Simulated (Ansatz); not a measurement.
**From PBE to G0W0: LiBr (Fm-3m)**

Wanted: the gap of LiBr (Fm-3m) with a many-body correction, and the time that it takes.

Calculated with Ansatz 0.2.0; PBE, then G0W0 on it, plane waves, PAW.

### 1. Set-up

The structure is cubic, space group Fm-3m (No. 225). The conventional cell has a = 5.501 Å, b = 5.501 Å, c = 5.501 Å, α = 90.00°, β = 90.00°, γ = 90.00°. Nearest to Li lie 6 Br at 2.75 Å. Nearest to Br lie 6 Li at 2.75 Å. Farther neighbours and most contacts between anions are not listed.

The cell and positions come from the Crystallography Open Database and are kept as given unless a step says otherwise.

### 2. Bands along the symmetry lines

Levels along a band path and on the mesh show where this functional puts the band edges.

This step: DFT, PBE, plane waves, PAW; PAW set soft_1.

Contents of input.yaml:

```yaml
crystal:
  lattice:
    - [0.0, 2.75065, 2.75065]
    - [2.75065, 0.0, 2.75065]
    - [2.75065, 2.75065, 0.0]
  atoms:
    - { symbol: Li, position: [0.0, 0.0, 0.0] }
    - { symbol: Br, position: [0.5, 0.5, 0.5] }
kpoints:
  mp_grid: { grid: [8, 8, 8] }
  band_path:
    path:
      - [[0.0, 0.0, 0.0], [0.5, 0.0, 0.5], [0.625, 0.25, 0.625]]
      - [[0.375, 0.375, 0.75], [0.0, 0.0, 0.0], [0.5, 0.5, 0.5], [0.5, 0.25, 0.75], [0.5, 0.0, 0.5]]
    npoints: 10
hamiltonian:
  xc: pbe
  pseudopotentials: { kind: paw, azcp: { folder: soft_1 } }
scf:
  occupations: { method: fermi_dirac, width: 0.02 }
  n_extra_bands: 4
output:
  eigenvalues: true
```

Run with:

```sh
$ ansatz run input.yaml --threads 24 --pin off --max-ram 82944MiB --backend cuda --events-out ev --progress --plain --runs-dir out --devices 1 --max-vram 78GiB
```

Numbers of over 12 decimals in the logs are rounded to 6 here.

The program printed:

```text
scf.n_extra_bands = 4 over 5 filled bands (N_el = 10.0): the run solves 9 bands
GPUs: using 1 of 1 available (devices: 1).
Engine: ansatz 0.2.0, aarch64-unknown-linux-gnu
Pseudopotentials: kind: paw
Pseudopotential: Li, paw, valence charge 3, recommended cutoff 420 eV (normal), soft_1/Li.paw.azcp
Pseudopotential: Br, paw, valence charge 7, recommended cutoff 420 eV (normal), soft_1/Br.paw.azcp
Functional definition: PBE
  parameter kappa = 0.804
  parameter beta = 0.066725
  exchange = pbe_x(kappa = kappa, mu = beta*pi^2/3)
  correlation = pbe_c(beta = beta)
device memory: the entry about to start is reckoned to put 0.7 GiB on a device that reports 180.7 GiB free (of which the cap on the GPU budget leaves the run 78.0 GiB)
GPU FFT provider: cuFFT
GPU libraries: cuBLAS 13.8.1, cuFFT 12.4.0, cuSOLVER 12.3.2
GPU matrix products: emulated (plane waves: as basis.precision tells), large ones in fixed point in workspaces of 1.00 GiB
Crystal: 2 atoms, lattice volume = 41.623 Å³
Basis set: ecut = 420 eV, 869 PW (Γ)
Bands: 9, of which v1, the nominal top of the filled ones, is band 5 counted from 1 (4 counted from 0)
Symmetry: 48 space group operations
Space group: Fm-3m (ITA 225), of the structure as read, at distance tolerance 3.5e-5 Å
k-points: 29 of 512
Non-local potential: Li, projectors of the file, l = 0: 3, l = 1: 2, l = 2: 1
Non-local potential: Br, projectors of the file, l = 0: 2, l = 1: 2, l = 2: 2
PAW form: soft (Blöchl's): semilocal exchange-correlation on the pseudo side does not see the compensation charge
PAW one-centre angular grid: Li, 110 points (default); XC on 96 Gauss nodes
PAW one-centre angular grid: Br, 110 points (default); XC on 64 Gauss nodes
Initial density: superposition of atomic densities (chi_scale 0.1, normalization cell, long waves kept (reshape's long-wave potential 0.00 eV rms))
Initial wavefunctions: pseudopotential atomic-orbital guess
GPU buffer pool allocated for 19683 grid points (all kernels)
GPU transforms: local potential and band sums: pruned to the plane-wave sphere, on 25×25×25
Functional: x = pbe(κ = 0.804, μ = 0.219515), c = pbe(β = 0.066725)
SCF iter   1: F=—  HF=-2990.973447 eV  |F-HF|=—  |Δ(HF+E_count)|=         —  Δρ=2.41e-2  dr2=1.80e-1  ethr=3.10e-3  ⟨swp⟩=6.2  Hψ=1727  notcnv=0
preconditioner: auto → none  [insulator: Δε(μ)=4.555 eV  Ē_g=12.603 eV  σ=0.020 eV  W_gap=1.00  n_scr=8 (ndim 8)  ℏωp=16.3 eV  f_vac=0.000  D(μ)=0.00/eV (n_scr^D=0)  ε∞_Penn≈2.7]
SCF iter   2: F=—  HF=-2990.967382 eV  |F-HF|=—  |Δ(HF+E_count)|=   6.06e-3  Δρ=1.14e-2  dr2=3.58e-2  ethr=1.80e-3  ⟨swp⟩=2.0  Hψ=609  notcnv=0
SCF iter   3: F=—  HF=-2990.973265 eV  |F-HF|=—  |Δ(HF+E_count)|=   5.88e-3  Δρ=2.08e-3  dr2=1.39e-3  ethr=3.58e-4  ⟨swp⟩=3.0  Hψ=522  notcnv=0
SCF iter   4: F=—  HF=-2990.973551 eV  |F-HF|=—  |Δ(HF+E_count)|=   2.85e-4  Δρ=3.09e-4  dr2=3.39e-5  ethr=1.39e-5  ⟨swp⟩=2.3  Hψ=469  notcnv=0
SCF iter   5: F=—  HF=-2990.973587 eV  |F-HF|=—  |Δ(HF+E_count)|=   3.61e-5  Δρ=2.80e-5  dr2=4.97e-7  ethr=3.39e-7  ⟨swp⟩=2.1  Hψ=358  notcnv=0
SCF iter   6: F=-2990.973587 eV  HF=-2990.973587 eV  |F-HF|=3.32e-9  |Δ(HF+E_count)|=   3.63e-7  Δρ=3.08e-6  dr2=3.68e-9  ethr=1.00e-9  ⟨swp⟩=4.3  Hψ=1307  notcnv=0
SCF 1 converged in 6 iterations: F = -2990.973587 eV  dr2 = 3.68e-9
  greatest PAW one-centre occupation: 1.000 electrons in one spin orbital (limit 2), on the Li atom at site 0 (counted from 0), in its partial waves of l = 0
device memory: the entry about to start is reckoned to put 0.7 GiB on a device that reports 178.4 GiB free (of which the cap on the GPU budget leaves the run 78.0 GiB)
NSCF: frozen V_eff on 62 k-points, pencils in batches of 32, up to order 44
SCF converged after 6 iterations
Free energy (F): -2990.973587 eV
Harris-Foulkes:  -2990.973587 eV  (|F-HF|=3.32e-9)
Internal energy: -2990.973587 eV  (E = F + TS)
E sigma→0 (E₀):  -2990.973587 eV
Fermi energy:    4.544423 eV
--- Per-component energies (eV) ---
  E_band       = -102.078189
  E_kinetic    = 148.476090
  E_local      = -299.615935  (includes V_loc(G=0)·N_el)
  E_nonlocal   = 31.635829
  E_hartree    = 80.704420
  E_xc         = -206.614773
  E_vxc        = -121.401454  (∫ρ·V_xc dr)
  E_paw        = -2337.634366  (= ΣΔE_a)
  E_vpaw       = -22.582547  (= ΣTr[D̂ρ^β])
  E_aug_tail   = 0.000252  (compensation charges beyond the density's cutoff)
  E_ewald      = -407.925104
  E_smearing   = -0.000000  (= −TS)
  E_closure    = -0.000000  (closes the sum)
  Σ components = -2990.973587   (vs F -2990.973587, Δ=0.00e0)
--- Band table (eV; the first three rows and the last of 29) ---
  k-point 0: bands = ["-42.3405", "-11.3839", "2.0485", "2.0485", "2.0485", "6.9874", "12.5614", "12.5614", "12.5614"]
  k-point 1: bands = ["-42.3403", "-11.3207", "1.4644", "2.0064", "2.0064", "7.5139", "11.8162", "12.3771", "12.3771"]
  k-point 2: bands = ["-42.3400", "-11.1606", "0.3749", "1.9104", "1.9104", "8.0185", "11.2489", "11.2489", "11.7864"]
  k-point 28: bands = ["-42.3391", "-10.7277", "-0.0884", "-0.0884", "0.9101", "10.0611", "10.6205", "11.5014", "11.5014"]
```

Run time: 2.1 s. Hardware: 1 × NVIDIA GB200 (shared by 2 runs) with 24 threads of Arm Neoverse V2, shared host; peak memory 0.99 GiB; 1.8 s of CPU time.

Numbers from this step:

- filled bands: 5
- gap: 4.933 eV
- valence top at: k = (0.075, 0.075, 0.150)
- conduction bottom at: Γ
- least direct gap: 4.939 eV

Over mesh and path the gap is 4.933 eV, from k = (0.075, 0.075, 0.150) to k = Γ. The least direct gap found is 4.939 eV, at k = Γ. On the 8×8×8 mesh alone the same run gives 4.939 eV, so that mesh misses an edge of PBE: 4.939 − 4.933 = +0.006 eV.

Electronic bands along the path, in eV, zero at the top of the highest nominally filled band; v1 is the highest filled band, c1 the lowest empty one:

```
    point      v4     v3     v2     v1    c1     c2     c3     c4
        Γ  -13.44  -0.01  -0.01  -0.01  4.93  10.51  10.51  10.51
  halfway  -13.13  -1.60  -0.62  -0.62  7.16   8.24   8.36  11.04
        X  -12.78  -2.88  -1.14  -1.14  6.24   7.11  11.62  12.43
  halfway  -12.78  -2.78  -1.38  -1.07  6.42   7.54  11.30  11.59
        U  -12.80  -2.49  -1.85  -0.86  6.64   8.72  10.29  10.57
jump to K  -12.80  -2.49  -1.85  -0.86  6.64   8.72  10.29  10.57
  halfway  -13.12  -1.81  -0.90  -0.10  6.72   8.85   8.95   9.34
        Γ  -13.44  -0.01  -0.01  -0.01  4.93  10.51  10.51  10.51
  halfway  -13.21  -1.68  -0.14  -0.14  5.96   9.19   9.19   9.73
        L  -12.97  -2.88  -0.27  -0.27  5.62   8.10   8.10  11.75
  halfway  -12.88  -2.60  -1.34  -0.61  7.05   7.88   9.21  10.67
        W  -12.78  -2.14  -2.14  -1.14  8.01   8.57   9.45   9.45
  halfway  -12.78  -2.68  -1.48  -1.14  6.75   7.83  10.59  10.99
        X  -12.78  -2.88  -1.14  -1.14  6.24   7.11  11.62  12.43
```

The electronic bands as a text plot (rows in eV, shown from -8.0 to 9.3 only):

```
    8.9 |   +++ +         + ++++++          ++       ++   ++
    8.2 |      ++       ++                    ++++++++++++++++
    7.5 |      + +++++++                               ++   + +++
    6.7 |    ++ ++++   ++++++++++                    ++      ++
    6.0 |   +       +++          +++       +++++  +++          ++
    5.3 | ++                        ++  +++     ++
    4.6 |+                            ++
    3.9 |
    3.1 |
    2.4 |
    1.7 |
    1.0 |
    0.3 |**                      **********
   -0.4 | *******          ***********  ****************
   -1.2 |    **  **********    *****       *         ** *********
   -1.9 |      **       *********           **         *******
   -2.6 |        **********                   ***********  ******
   -3.3 |
   -4.0 |
   -4.8 |
   -5.5 |
   -6.2 |
   -6.9 |
   -7.6 |
         Γ           X  U|K            Γ         L        W     X
```

### 3. One-shot GW

G0W0 replaces the xc potential by a self-energy built once from the orbitals of the start. Levels are corrected in the window of bands that the input names, at points of the mesh.

This step: G0W0 on PBE, plane waves, PAW; PAW set soft_1.

input.yaml, the sections that differ from step 2:

```yaml
kpoints:
  mp_grid: { grid: [6, 6, 6] }
scf:
  occupations: { method: fixed }
gw:
  n_empty_bands: 267
  ecut_chi: 200.0
  qp_bands: [v2, c2]
  qp_kpoints: band_edges
  screening: { model: contour_deformation }
# crystal, hamiltonian: as in step 2
# output: removed
```

The program printed:

```text
GPUs: using 1 of 1 available (devices: 1).
[...]
GPU FFT provider: cuFFT
GPU libraries: cuBLAS 13.8.1, cuFFT 12.4.0, cuSOLVER 12.3.2
[...]
Crystal: 2 atoms, lattice volume = 41.623 Å³
Basis set: ecut = 420 eV, 869 PW (Γ)
Bands: 9, of which v1, the nominal top of the filled ones, is band 5 counted from 1 (4 counted from 0)
Symmetry: 48 space group operations
[...]
k-points: 16 of 216
[...]
GPU buffer pool allocated for 19683 grid points (all kernels)
[...]
SCF iter   1: F=—  HF=-2990.973075 eV  |F-HF|=—  |Δ(HF+E_count)|=         —  Δρ=2.41e-2  dr2=1.80e-1  ethr=3.10e-3  ⟨swp⟩=4.4  Hψ=814  notcnv=0  defer=15
[...]
SCF iter   6: F=-2990.973283 eV  HF=-2990.973283 eV  |F-HF|=3.16e-9  |Δ(HF+E_count)|=   3.50e-7  Δρ=2.99e-6  dr2=3.38e-9  ethr=1.00e-9  ⟨swp⟩=5.3  Hψ=667  notcnv=0
SCF 1 converged in 6 iterations: F = -2990.973283 eV  dr2 = 3.38e-9
[...]
NSCF: frozen V_eff on 16 k-points, pencils in batches of 32, up to order 36
the band table was solved once the SCF had ended and its energy, with any forces and stress, was formed, with the checks that follow a solve (1104 applications of the Hamiltonian). They found nothing against the state; the energy, forces and stress were not computed again (output.eigenvalues in the input reference)
[...]
NSCF: frozen V_eff on 16 k-points
G₀W₀ screening: q 1/16
[... further progress lines ...]
[...]
SCF converged after 6 iterations
Free energy (F): -2990.973283 eV
[...]
Internal energy: -2990.973283 eV  (E = F + TS)
E sigma→0 (E₀):  -2990.973283 eV
Fermi energy:    2.048908 eV
[...]
--- Band table (eV; the first three rows and the last of 16) ---
[...]
--- G₀W₀: contour deformation, 6 samples at zero and on the imaginary axis and 3 off it, 216 q-points, 267 empty bands' worth ---
  eigenvalues of the whole cell's RPA ε∞ on this k-mesh (on a slab, of 1 + 4πα/V) = 3.1629, 3.1629, 3.1629; static W/v taken at q = 0 is 0.316167
  bands read: the sum over 272 bands ends inside a degenerate multiplet in 2 slots, whose members it reads at an even weight; the widest, k=0: bands 272 to 274 (counted from 1) at 1/3 each
  gw.qp_kpoints: band_edges: 12 of 16 stored k-points solved, in 1 pass; an edge of the gap read off the rows below is read off those points alone
    valence top: of the k-points left out ik 5 came nearest to being solved in a further pass, in band 5 (counted from 1, as in the quasiparticle table): it holds the edge there only if its correction is more favourable than any solved in that band by at least 0.533 eV; those differ by 0.107 eV
    conduction bottom: of the k-points left out ik 11 came nearest to being solved in a further pass, in band 6 (counted from 1, as in the quasiparticle table): it holds the edge there only if its correction is more favourable than any solved in that band by at least 1.825 eV; those differ by 0.121 eV
    ik  band        ε_KS         Σx   Σc(E_QP)       V_xc       Z   E_QP_lin       E_QP  E_QP is
     0     4      2.0489   -19.8568     1.9090   -16.2632  0.7996     0.3339     0.3644  root
     0     5      2.0489   -19.8568     1.9090   -16.2632  0.7996     0.3339     0.3644  root
     0     6      6.9876    -6.2597    -3.5605   -10.3967  0.8380     7.5667     7.5641  root
     0     7     12.5616    -4.3974    -3.9988    -9.0857  0.8223    13.2568    13.2512  root
     1     4      1.9778   -19.8081     1.9289   -16.1853  0.7992     0.2528     0.2840  root
     1     5      1.9778   -19.8081     1.9289   -16.1853  0.7992     0.2528     0.2840  root
     1     6      7.7677    -6.3665    -3.6468   -10.6220  0.8341     8.3795     8.3765  root
     1     7     11.6253    -4.7398    -4.0188    -9.4092  0.8203    12.2808    12.2759  root
     2     4      1.8475   -19.7434     1.9673   -16.0642  0.7984     0.1033     0.1357  root
     2     5      1.8475   -19.7434     1.9673   -16.0642  0.7984     0.1033     0.1357  root
     2     6      7.9179    -4.9236    -3.5926    -9.1055  0.8381     8.5100     8.5072  root
     2     7     10.6518    -3.8332    -3.9309    -8.5428  0.8277    11.4367    11.4305  root
     3     4      1.7877   -19.7239     1.9852   -16.0184  0.7980     0.0345     0.0675  root
     3     5      1.7877   -19.7239     1.9852   -16.0184  0.7980     0.0345     0.0675  root
     3     6      7.6756    -4.6144    -3.5236    -8.7059  0.8403     8.2460     8.2435  root
     3     7     10.1588    -3.8343    -3.8414    -8.4482  0.8309    10.9370    10.9312  root
     4     4      1.7271   -19.4832     1.9910   -15.7761  0.7978    -0.0222     0.0110  root
     4     5      1.7271   -19.4832     1.9910   -15.7761  0.7978    -0.0222     0.0110  root
     4     6      8.3103    -7.0705    -3.7292   -11.4365  0.8293     8.9506     8.9471  root
     4     7     11.1245    -3.9051    -3.8107    -8.2839  0.8300    11.6959    11.6926  root
     6     4      1.1216   -18.7615     2.1151   -14.8897  0.7947    -0.6730    -0.6351  root
     6     5      1.5356   -19.3827     2.0438   -15.6003  0.7966    -0.2380    -0.2030  root
     6     6      8.6327    -5.0341    -3.6508    -9.2999  0.8347     9.2509     9.2476  root
     6     7     10.0211    -4.6682    -3.8495    -9.2541  0.8277    10.7629    10.7576  root
     7     4      0.9723   -18.6299     2.1654   -14.6928  0.7935    -0.8386    -0.7994  root
     7     5      1.7676   -19.6631     1.9847   -15.9591  0.7980     0.0152     0.0482  root
     7     6      8.6626    -4.9080    -3.6884    -9.2265  0.8346     9.2961     9.2926  root
     7     7     10.5174    -4.9351    -3.9203    -9.5831  0.8242    11.2505    11.2450  root
     8     4      1.3269   -18.9791     2.0854   -15.1459  0.7956    -0.4575    -0.4209  root
     8     5      1.9989   -19.9111     1.9272   -16.2875  0.7992     0.2714     0.3026  root
     8     6      8.6036    -5.9296    -3.7728   -10.3575  0.8309     9.2624     9.2586  root
     8     7     11.0331    -4.8715    -3.9105    -9.4098  0.8242    11.6650    11.6609  root
     9     4      1.1640   -18.9749     2.1487   -15.0572  0.7941    -0.6435    -0.6050  root
     9     5      1.1640   -18.9749     2.1487   -15.0572  0.7941    -0.6435    -0.6050  root
     9     6      8.8321    -5.0297    -3.6894    -9.3929  0.8317     9.5101     9.5060  root
     9     7      9.6739    -3.8961    -3.5843    -7.9842  0.8374    10.1799    10.1777  root
    10     4      0.6546   -18.4532     2.2778   -14.3707  0.7906    -1.1930    -1.1502  root
    10     5      1.1032   -18.9435     2.1641   -15.0050  0.7937    -0.7104    -0.6713  root
    10     6      8.6701    -4.7276    -3.6344    -9.0081  0.8339     9.3199     9.3162  root
    10     7     10.0243    -4.8261    -3.7013    -9.1006  0.8310    10.6006    10.5975  root
    12     4      0.9134   -18.7946     2.2214   -14.7816  0.7922    -0.9188    -0.8782  root
    12     5      0.9134   -18.7946     2.2214   -14.7816  0.7922    -0.9188    -0.8782  root
    12     6      8.2910    -4.9996    -3.5837    -9.2253  0.8342     8.9365     8.9329  root
    12     7      9.1660    -3.9342    -3.5005    -7.9178  0.8396     9.6510     9.6491  root
    14     4      0.2888   -18.0684     2.3688   -13.8781  0.7879    -1.5792    -1.5328  root
    14     5      1.2181   -19.0038     2.1177   -15.1248  0.7948    -0.5808    -0.5432  root
    14     6      9.7268    -4.6929    -3.8604    -9.2420  0.8291    10.4202    10.4156  root
    14     7      9.9356    -5.2927    -3.8327    -9.8403  0.8254    10.6555    10.6504  root
```

Wall time 7.9 s (1 × NVIDIA GB200 (shared by 2 runs) with 24 threads); peak memory 1.2 GiB; 22 s of CPU time.

This step gave:

```
bands summed                                    : 272
RPA ε∞ on this mesh (eigenvalues)               : 3.163, 3.163, 3.163
plane waves in the screening matrix             : 283
q-points in the mesh                            : 216
G0W0 gap over the corrected points              : 7.200 eV
k of the valence top                            : 0, 0, 0
k of the conduction bottom                      : 0, 0, 0
starting gap on the mesh                        : 4.939 eV
Z at the valence top                            : 0.7996
Z at the conduction bottom                      : 0.8380
least direct G0W0 gap over the corrected points : 7.200 eV
```

Over 12 of 16 irreducible mesh points the G0W0 gap is 7.200 eV, direct, at k = Γ. The PBE gap of this run on the mesh is 4.939 eV. The two states that bound the G0W0 gap lie that far apart at the start, so the correction of the gap is 7.200 − 4.939 = +2.261 eV. The start of this run differs from the step before in mesh (8×8×8 and 6×6×6).

Labels follow the order of the start: v1 is the top filled band, c1 the lowest empty one; levels that stay degenerate share a row, the window can cut a multiplet, doubted levels are not marked in this list, bands outside the window were not corrected, and the list may be a part of the corrected levels. Levels before and after the correction, in eV, zero at the valence-band top of each column:

```
           conduction bottom  valence top
Kohn-Sham               4.94         0.00
     G0W0               7.20         0.00
```

```
             level  occupation  energy (eV)
Kohn-Sham  Γ v2-v1           2        0.000
Kohn-Sham     Γ c1           0        4.939
Kohn-Sham     Γ c2           0       10.513
     G0W0  Γ v2-v1           2        0.000
     G0W0     Γ c1           0        7.200
     G0W0     Γ c2           0       12.887
```

The parts of the quasiparticle energy for the two states that bound the G0W0 gap, in eV on the run's own scale (QP = start + Σx + Σc − Vxc, with Σc at the quasiparticle energy):

```
             edge  k  band  start       Σx      Σc      Vxc      Z     QP
      valence top  Γ     4  2.049  −19.857   1.909  −16.263  0.800  0.364
conduction bottom  Γ     6  6.988   −6.260  −3.561  −10.397  0.838  7.564
```

(Part 1 of 2 ends here.)

[Paths, hosts, dates, memory and timing lines, banners, echoed tables and standing remarks are left out of the program output.]

[Logs are printed without paths, hosts, clocks, repeated set-up lines and the standing remarks that a program may print on its own settings, such as how far it seeks lower states.]

[Runs of the session that timed out or met a known fault of the program may be left out.]

[Cells called generated may have been cut or substituted from an entry of the Crystallography Open Database or the Materials Project.]

[Hosts, paths, dates, database ids (printed as entryN), source tags and the programs' standing remarks are cut or masked in the printed files.]

[Where an RPA ε∞ is given, it is that of the G0W0 mesh and is not shown converged in it. Names of k-points follow the symmetry that the program found, which can be lower than the space group named. Band edges on a path are those of the sampled points; other points can move an edge, and change direct to indirect where valleys lie close.]

[Hybrid gaps are those of their k-mesh and are not shown converged in it.]
